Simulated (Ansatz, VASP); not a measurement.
# Si54H14O5F4 (HO:Si(111) with 4 of its OH changed to F): VASP beside Ansatz, part 2 of 2

One calculation is typed for both programs; each brings its own data sets. How far apart do they land? The cell is taken from a series of runs on this material, whose earlier steps may have relaxed, scaled, displaced or heated it; both programs get it as it stands.

VASP 6.6.1 and Ansatz 0.2.0.

So far: Starting point; VASP: single point, HSE06 with D3(BJ).

### Step 3. Ansatz: single point, HSE06 with D3(BJ)

Level of this step: Ansatz beside VASP: Kohn-Sham DFT, plane waves, HSE06 with D3(BJ) (Ansatz).

Ansatz runs on its default PAW (the set named soft_2) files.

The same cell, functional, mesh and smearing now go to Ansatz, which takes its cutoff from its data sets.

input.yaml reads:

```yaml
crystal:
  lattice:
    - [11.60362, 0.0, 0.0]
    - [-5.80181, 10.04903, 0.0]
    - [0.0, 0.0, 26.70113]
  atoms:
    - { symbol: Si, position: [0.0, 0.0, 0.09288] }
    - { symbol: Si, position: [0.22222, 0.11111, 0.12245] }
    - { symbol: Si, position: [0.22192, 0.11068, 0.20975] }
    - { symbol: Si, position: [0.11101, 0.22201, 0.23801] }
    - { symbol: Si, position: [0.10969, 0.22122, 0.32586] }
    - { symbol: Si, position: [0.00103, 0.99902, 0.3544] }
    - { symbol: Si, position: [1.0, 0.33333, 0.09288] }
    - { symbol: Si, position: [0.22222, 0.44444, 0.12245] }
    - { symbol: Si, position: [0.22246, 0.44431, 0.20985] }
    - { symbol: Si, position: [0.11125, 0.55553, 0.23775] }
    - { symbol: Si, position: [0.11048, 0.55473, 0.32548] }
    - { symbol: Si, position: [0.00012, 0.33309, 0.3543] }
    - { symbol: Si, position: [1.0, 0.66667, 0.09288] }
    - { symbol: Si, position: [0.22222, 0.77778, 0.12245] }
    - { symbol: Si, position: [0.22219, 0.77775, 0.2097] }
    - { symbol: Si, position: [0.11134, 0.88868, 0.23836] }
    - { symbol: Si, position: [0.11165, 0.88825, 0.32633] }
    - { symbol: Si, position: [0.99999, 0.66516, 0.35415] }
    - { symbol: Si, position: [0.33333, 0.0, 0.09288] }
    - { symbol: Si, position: [0.55556, 0.11111, 0.12245] }
    - { symbol: Si, position: [0.55581, 0.11098, 0.20957] }
    - { symbol: Si, position: [0.44455, 0.22215, 0.23724] }
    - { symbol: Si, position: [0.44391, 0.22115, 0.32482] }
    - { symbol: Si, position: [0.33476, 0.99981, 0.35411] }
    - { symbol: Si, position: [0.33333, 0.33333, 0.09288] }
    - { symbol: Si, position: [0.55556, 0.44444, 0.12245] }
    - { symbol: Si, position: [0.55546, 0.44454, 0.20961] }
    - { symbol: Si, position: [0.44459, 0.55543, 0.23843] }
    - { symbol: Si, position: [0.44446, 0.55549, 0.32671] }
    - { symbol: Si, position: [0.33264, 0.33163, 0.35278] }
    - { symbol: Si, position: [0.33333, 0.66667, 0.09288] }
    - { symbol: Si, position: [0.55556, 0.77778, 0.12245] }
    - { symbol: Si, position: [0.55575, 0.77756, 0.20984] }
    - { symbol: Si, position: [0.44446, 0.88873, 0.23766] }
    - { symbol: Si, position: [0.44512, 0.88936, 0.32534] }
    - { symbol: Si, position: [0.33277, 0.66719, 0.35314] }
    - { symbol: Si, position: [0.66667, 0.0, 0.09288] }
    - { symbol: Si, position: [0.88889, 0.11111, 0.12245] }
    - { symbol: Si, position: [0.88892, 0.11109, 0.20968] }
    - { symbol: Si, position: [0.77784, 0.22216, 0.23772] }
    - { symbol: Si, position: [0.77814, 0.22171, 0.32539] }
    - { symbol: Si, position: [0.66659, 0.99971, 0.3543] }
    - { symbol: Si, position: [0.66667, 0.33333, 0.09288] }
    - { symbol: Si, position: [0.88889, 0.44444, 0.12245] }
    - { symbol: Si, position: [0.88905, 0.4442, 0.20958] }
    - { symbol: Si, position: [0.77786, 0.55548, 0.23721] }
    - { symbol: Si, position: [0.77876, 0.55602, 0.32476] }
    - { symbol: Si, position: [0.66676, 0.33323, 0.35192] }
    - { symbol: Si, position: [0.66667, 0.66667, 0.09288] }
    - { symbol: Si, position: [0.88889, 0.77778, 0.12245] }
    - { symbol: Si, position: [0.88934, 0.77814, 0.20976] }
    - { symbol: Si, position: [0.77802, 0.88903, 0.23806] }
    - { symbol: Si, position: [0.77874, 0.89031, 0.32593] }
    - { symbol: Si, position: [0.66832, 0.66729, 0.35278] }
    - { symbol: H, position: [0.0, 0.0, 0.03745] }
    - { symbol: O, position: [0.00942, 0.99088, 0.4171] }
    - { symbol: H, position: [0.96854, 0.03276, 0.43597] }
    - { symbol: H, position: [1.0, 0.33333, 0.03745] }
    - { symbol: O, position: [0.00648, 0.32683, 0.41689] }
    - { symbol: H, position: [0.98728, 0.38763, 0.43519] }
    - { symbol: H, position: [1.0, 0.66667, 0.03745] }
    - { symbol: O, position: [0.0011, 0.65095, 0.41669] }
    - { symbol: H, position: [0.96112, 0.6936, 0.43557] }
    - { symbol: H, position: [0.33333, 0.0, 0.03745] }
    - { symbol: O, position: [0.34922, 0.99862, 0.41666] }
    - { symbol: H, position: [0.30606, 0.03796, 0.4356] }
    - { symbol: H, position: [0.33333, 0.33333, 0.03745] }
    - { symbol: F, position: [0.33304, 0.32531, 0.41403] }
    - { symbol: H, position: [0.33333, 0.66667, 0.03745] }
    - { symbol: F, position: [0.33271, 0.66769, 0.4143] }
    - { symbol: H, position: [0.66667, 0.0, 0.03745] }
    - { symbol: O, position: [0.67229, 0.99335, 0.4169] }
    - { symbol: H, position: [0.60997, 0.0107, 0.43504] }
    - { symbol: H, position: [0.66667, 0.33333, 0.03745] }
    - { symbol: F, position: [0.66806, 0.33207, 0.41333] }
    - { symbol: H, position: [0.66667, 0.66667, 0.03745] }
    - { symbol: F, position: [0.67466, 0.66678, 0.41403] }
kpoints:
  mp_grid: { grid: [1, 1, 1] }
hamiltonian:
  xc: hse06
  dispersion: d3bj
scf:
  occupations: { method: fermi_dirac, width: 0.025 }
output:
  forces: true
```

Launch:

```bash
> ansatz run input.yaml --threads 6 --pin off --max-ram 102400MiB --backend cuda --events-out ev --progress --plain --runs-dir out
```

Numbers of over 12 decimals in the logs are rounded to 6 here.

The log of the run:

```text
exact exchange: scf.exx.singularity resolves to wigner_seitz, which cuts the screened interaction at the faces of the exchange supercell's Wigner-Seitz cell, so that each pair interacts once, at the shortest of its separations (the periodic images that this leaves out come, for a point-like exchange hole, to about 0.001 eV on a filled level). The cut falls within the interaction's reach, and what an exchange supercel [...]
Engine: ansatz 0.2.0, x86_64-unknown-linux-gnu
Pseudopotentials: kind: paw
Pseudopotential: Si, paw, valence charge 4, recommended cutoff 420 eV (normal), Si.paw.azcp
Pseudopotential: H, paw, valence charge 1, recommended cutoff 420 eV (normal), H.paw.azcp
Pseudopotential: O, paw, valence charge 6, recommended cutoff 420 eV (normal), O.paw.azcp
Pseudopotential: F, paw, valence charge 7, recommended cutoff 420 eV (normal), F.paw.azcp
Functional definition: HSE06
  parameter a = 0.25
  parameter omega = 0.11/bohr
  exchange = pbe_x - a*pbe_x_sr(omega) + a*exact_x_sr(omega)
  correlation = pbe_c
device memory: the entry about to start is reckoned to put 4.3 GiB on a device that reports 78.0 GiB free
GPU FFT provider: cuFFT
GPU libraries: cuBLAS 13.8.2, cuFFT 12.4.0, cuSOLVER 12.3.4
Crystal: 77 atoms, lattice volume = 3113.489 Å³
Basis set: ecut = 420 eV, 60827 PW (Γ), exchange–correlation on 160×160×360 points (8 copies of the dense FFT grid, shifted against one another)
Bands: 221, of which v1, the nominal top of the filled ones, is band 144 counted from 1 (143 counted from 0)
Symmetry: 1 space group operations
Space group: P1 (ITA 1), of the structure as read, at distance tolerance 1.5e-4 Å
k-points: 1
Non-local potential: Si, projectors of the file, l = 0: 2, l = 1: 2, l = 2: 2
Non-local potential: H, projectors of the file, l = 0: 2, l = 1: 1
Non-local potential: O, projectors of the file, l = 0: 2, l = 1: 2, l = 2: 1
Non-local potential: F, projectors of the file, l = 0: 2, l = 1: 2, l = 2: 1
PAW form: soft (Blöchl's): semilocal exchange-correlation on the pseudo side does not see the compensation charge
PAW frozen core: Si, regenerated for the run's functional, and the local potential with it (the file was generated under x = pbe(κ = 0.804, μ = 0.219515), c = pbe(β = 0.066725))
PAW frozen core: O, regenerated for the run's functional, and the local potential with it (the file was generated under x = pbe(κ = 0.804, μ = 0.219515), c = pbe(β = 0.066725))
PAW frozen core: F, regenerated for the run's functional, and the local potential with it (the file was generated under x = pbe(κ = 0.804, μ = 0.219515), c = pbe(β = 0.066725))
PAW one-centre angular grid: Si, 110 points (default); XC on 64 Gauss nodes
PAW one-centre angular grid: H, 110 points (default); XC on 64 Gauss nodes
PAW one-centre angular grid: O, 110 points (default); XC on 96 Gauss nodes
PAW one-centre angular grid: F, 110 points (default); XC on 64 Gauss nodes
Initial density: superposition of atomic densities (neutral atoms: chi_scale 0, normalization atom), corrected by the library's trained network
Initial wavefunctions: pseudopotential atomic-orbital guess
GPU buffer pool allocated for 1152000 grid points (all kernels)
GPU transforms: local potential and band sums: pruned to the plane-wave sphere, on 80×80×180
Functional: x = pbe(κ = 0.804, μ = 0.219515), c = pbe(β = 0.066725), warm-up for x = pbe(κ = 0.804, μ = 0.219515) + 0.25 (exact − pbe) at short range (hse, ω = 0.207870 Å⁻¹), c = pbe(β = 0.066725); HSE06 as pw.x's `hse` composes it (authors' and Libxc's form: `xc: wpbeh`)
SCF iter   1: F=—  HF=-40639.056848 eV  |F-HF|=—  |Δ(HF+E_count)|=         —  Δρ=2.99e-3  dr2=9.02e-1  ethr=1.77e-3  ⟨swp⟩=15.0  Hψ=1346  notcnv=0
preconditioner: auto → none  [insulator: Δε(μ)=1.107 eV  Ē_g=8.410 eV  σ=0.025 eV  W_gap=1.00  n_scr=332 (ndim 8)  ℏωp=10.9 eV  f_vac=0.546  D(μ)=0.00/eV (n_scr^D=0)]
[...]
hybrid outer 1: dexx = +1.227e-1 eV, tail = 6.40e-5 eV
GPU FFT provider: cuFFT
GPU libraries: cuBLAS 13.8.2, cuFFT 12.4.0, cuSOLVER 12.3.4
GPU buffer pool allocated for 1152000 grid points (all kernels)
GPU transforms: local potential and band sums: pruned to the plane-wave sphere, on 80×80×180
Exchange kernel: α = 0.2500, screened, ω = 0.2079 Å⁻¹, Wigner–Seitz truncation, v(0) = 979.2368 eV·Å³, q-mesh 1×1×1, nearest image of the exchange supercell L = 11.60 Å, pair-density grid 60×60×128, without the augmentation charges, whose exchange is taken in its separable form (sized by the pseudopotential files, 72×72×180 at the most)
Frozen-core exchange: fock
SCF iter   1: F=—  HF=-40664.401089 eV  |F-HF|=—  |Δ(HF+E_count)|=         —  Δρ=1.16e-5  dr2=5.34e-6  ethr=1.11e-7  ⟨swp⟩=12.0  Hψ=644  notcnv=0
preconditioner: auto → none  [insulator: Δε(μ)=1.794 eV  Ē_g=9.813 eV  σ=0.025 eV  W_gap=1.00  n_scr=332 (ndim 8)  ℏωp=10.9 eV  f_vac=0.547  D(μ)=0.00/eV (n_scr^D=0)]
SCF iter   2: F=—  HF=-40664.401089 eV  |F-HF|=—  |Δ(HF+E_count)|=   4.26e-7  Δρ=4.92e-6  dr2=6.98e-7  ethr=1.63e-9  ⟨swp⟩=6.0  Hψ=474  notcnv=0  defer=3
SCF iter   3: F=—  HF=-40664.401090 eV  |F-HF|=—  |Δ(HF+E_count)|=   9.63e-7  Δρ=3.39e-6  dr2=4.84e-7  ethr=2.03e-10  ⟨swp⟩=7.0  Hψ=555  notcnv=0  defer=3
SCF iter   4: F=—  HF=-40664.401089 eV  |F-HF|=—  |Δ(HF+E_count)|=   7.80e-8  Δρ=9.67e-7  dr2=8.83e-8  ethr=1.63e-10  ⟨swp⟩=4.0  Hψ=421  notcnv=0
SCF iter   5: F=-40664.401089 eV  HF=-40664.401089 eV  |F-HF|=9.17e-10  |Δ(HF+E_count)|=   1.19e-8  Δρ=5.46e-7  dr2=9.00e-9  ethr=2.58e-11  ⟨swp⟩=7.0  Hψ=549  notcnv=0
SCF 3 converged in 5 iterations: F = -40664.401089 eV  dr2 = 9.00e-9
  Residual-converged pass: ⟨swp⟩=3.0  Hψ=452  notcnv=0  max |occ|·‖R‖ = 2.1e-6 eV (tolerance 2.8e-6 eV)  dr2=8.95e-9  dr2_onsite=1.95e-10  max |Δocc| = 3.5e-25
hybrid outer 2: dexx = +1.148e-6 eV, tail = 2.51e-8 eV, Δε = 9.72e-4 eV (about 2.34e-5 eV left of the loop's levels), ΔF = 4.06e-3 eV/Å (tail 4.65e-4)
hybrid SCF converged: 2 outer / 14 inner (+7 warm-up), last move |dexx| = 1.15e-6 eV, tail = 2.51e-8 eV
Stability not checked: this state was not tested for a lower state beside it, because the functional holds exact exchange (a hybrid, or Hartree-Fock), whose exchange loop this test does not read (fock_operator; see scf.lower_state_search)
Free energy (F): -40664.401090 eV
Frozen-core exchange: fock
Harris-Foulkes:  -40664.401090 eV  (|F-HF|=9.17e-10)
Internal energy: -40664.401090 eV  (E = F + TS)
E sigma→0 (E₀):  -40664.401090 eV
Fermi energy:    -0.345294 eV
--- Per-component energies (eV) ---
  E_band       = -2308.912837
  E_kinetic    = 4117.951242
  E_local      = -102651.195512  (includes V_loc(G=0)·N_el)
  E_nonlocal   = 1904.748325
  E_hartree    = 49406.384575
  E_xc         = -3077.898267
  E_vxc        = -2884.699266  (∫ρ·V_xc dr)
  E_exx        = -533.765002  (= α·E_x^exact, valence–valence)
  E_paw        = -29496.058516  (= ΣΔE_a)
  E_vpaw       = -540.956657  (= ΣTr[D̂ρ^β])
  E_aug_tail   = 0.003841  (compensation charges beyond the density's cutoff)
  E_ewald      = 39685.536601
  E_disp       = -16.661995  (pairwise vdW)
  E_core_change = -3.446373  (= ΣΔE_core)
  E_smearing   = -0.000000  (= −TS)
  E_closure    = -0.000008  (closes the sum)
  Σ components = -40664.401090   (vs F -40664.401090, Δ=0.00e0)
--- Forces (eV/Å), atoms counted from 1 ---
  atom   1  Si     0.00043271    -0.00057860     0.73801572
  atom   2  Si    -0.01299069    -0.01755535    -0.44372312
  atom   3  Si    -0.00107797     0.00230932     0.01179832
  atom   4  Si     0.00242028    -0.00602756     0.00464057
  atom   5  Si     0.00841931     0.00423337     0.00230298
  atom   6  Si     0.04802560    -0.02866815     0.41544918
  atom   7  Si    -0.00938328    -0.00184993     0.75394766
  atom   8  Si     0.02209917     0.00343940    -0.42262512
  atom   9  Si    -0.00520422     0.00195712     0.00878385
  atom  10  Si     0.00442337    -0.00657630     0.01009985
  atom  11  Si     0.00034377     0.00733911    -0.00292686
  atom  12  Si     0.04374190    -0.02383019     0.42342365
  atom  13  Si     0.00120944    -0.00010608     0.74694270
  atom  14  Si    -0.01119730     0.00405468    -0.45246350
  atom  15  Si     0.00154907    -0.00073986     0.01004083
  atom  16  Si     0.00425793    -0.00239368    -0.00193407
  atom  17  Si    -0.00097969     0.00004932     0.01480610
  atom  18  Si     0.03866417    -0.04776842     0.39745261
  atom  19  Si     0.00041090    -0.00020079     0.74736211
  atom  20  Si     0.00408724    -0.00778916    -0.48452376
  atom  21  Si    -0.00344586    -0.00254273     0.00970839
  atom  22  Si    -0.00206276    -0.00258293     0.01134292
  atom  23  Si     0.00399279     0.00320750     0.00916224
  atom  24  Si     0.06182976    -0.00497733     0.40917125
[...]
atom  70  F     -0.00028369    -0.00087947    -0.66375153
  atom  71  H      0.00245137    -0.00663780    -0.20524348
  atom  72  O     -0.51216269     0.13181993    -0.26763567
  atom  73  H      0.46683698    -0.10249681    -0.26322548
  atom  74  H     -0.00388858     0.00256796    -0.20442432
  atom  75  F     -0.01056605     0.00735859    -0.62482171
  atom  76  H      0.00515234     0.00212275    -0.20686663
  atom  77  F     -0.02784294     0.00110440    -0.64026768
  max |Σ_I F_I| component: 3.07e-4 eV/Å
--- Band table (eV) ---
  k-point 0: bands = [... 140 lower, -1.7201, -1.6820, -1.2713, -1.2315, 0.5624]
  guard bands above this table: 76 of the run's 221 bands. The solve was not asked for them (output.publish_guard_bands: true or output.eigenvalues: true publishes all)
```

In the SCF lines HF is the Harris–Foulkes energy and dr2 the Hartree energy of the density residual, in eV; the loop may stop once dr2 is under the threshold and the program's other checks hold. Hψ counts applications of the Hamiltonian.

### Step 4. Differences

Known differences besides the potentials themselves: exact exchange at q = 0 is treated differently, which shows on coarse meshes; VASP keeps PBE cores, Ansatz makes them for the functional; the cutoff is 420 eV in Ansatz and 520 eV in VASP (PREC = Accurate, projectors in real space); VASP takes a coarser grid for exact exchange (PRECFOCK = Fast). Total energies have different zeros and are not compared.

Compared:

```
              quantity  Ansatz   VASP  difference
gap on the k mesh (eV)   1.794  1.814      -0.020
```

Forces on 10 of the 77 atoms, those with the largest forces and the largest differences (eV/Å; atoms numbered as in POSCAR):

```
atom         Ansatz x, y, z           VASP x, y, z
 Si7  -0.009, -0.002, 0.754  -0.009, -0.002, 0.745
Si13    0.001, 0.000, 0.747    0.001, 0.000, 0.738
Si19    0.000, 0.000, 0.747    0.000, 0.000, 0.738
Si25    0.000, 0.005, 0.747    0.000, 0.005, 0.737
Si30   0.010, -0.020, 0.525   0.004, -0.011, 0.311
Si31   -0.002, 0.000, 0.755   -0.002, 0.001, 0.746
Si36   0.003, -0.001, 0.548   0.003, -0.001, 0.327
Si37   -0.003, 0.009, 0.754   -0.003, 0.009, 0.745
Si43   0.005, -0.003, 0.758   0.005, -0.003, 0.749
Si54    0.022, 0.002, 0.524    0.011, 0.002, 0.310
```

The forces differ by 48 meV/Å r.m.s., which is 21.9 % of the r.m.s. force of 0.221 eV/Å (both taken over all components). A gap on the mesh is an upper bound, since the band edges may lie between its points. With vacuum in the cell, a pressure given here is an average over mostly empty space and none of the material.

### Step 5. Summary of results

```
r.m.s. force difference (single point, HSE06 with D3(BJ)) : 22 % of the r.m.s. force
```

The r.m.s. force difference is 22 % of the r.m.s. force (single point, HSE06 with D3(BJ)), beyond the 3 % picked in this series as the mark of a large difference. What causes the difference of the single point, HSE06 with D3(BJ) pair stays open here. How closely two codes agree says nothing of how well the functional describes the real material.

[Lines on the potential files, build, host, timing and source positions are cut from VASP's logs without a mark.]

[Logs are printed without paths, hosts, clocks, repeated set-up lines and the standing remarks that a program may print on its own settings, such as how far it seeks lower states.]

[Hosts, paths, dates, database ids (printed as entryN), source tags and the programs' standing remarks are cut or masked in the printed files.]
